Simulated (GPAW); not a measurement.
Runs of GPAW 26.7.0 on SnTe. It takes space group Fm-3m (No. 225, cubic). The conventional cell has a = 6.302 Å, b = 6.302 Å, c = 6.302 Å, α = 90.00°, β = 90.00°, γ = 90.00°. Te (site symmetry m-3m) has 6 Sn at 3.15 Å as nearest neighbours. Sn (site symmetry m-3m) has 6 Te at 3.15 Å as nearest neighbours. 

| level | potentials or basis | gap on the mesh (eV) |
| --- | --- | --- |
| PBEsol | PAW data sets generated in the run's folder for this functional, pw | (a) |
| PBE | GPAW PAW data sets (gpaw-data 1.2.1), pw | 0.10 |
| LDA | the program's PAW data sets (release 1.2.1) made for this functional, pw | 0.11 |
| AM05 | PAW data sets generated in the run's folder for this functional, pw | (b) |
| RPBE | the program's PAW data sets (release 1.2.1) made for this functional, pw | 0.08 |

Alike in all rows: task dielectric tensor; no spin polarisation; cell as given; k mesh 6 × 6 × 6; cutoff (eV) 400; smearing fermi-dirac 0.001 eV.

**Question.** Fill in the values left out.

**Answer.** (a) 0.15; (b) 0.12.

Caveats: the gap is small at this level, which inflates the dielectric constant; the long-wavelength limit can be off by a per cent or two; spin-orbit coupling is left out, which moves the levels of the heavy elements.

A k mesh can miss the band edges, and the runs leave out spin-orbit coupling on Sn, Te.
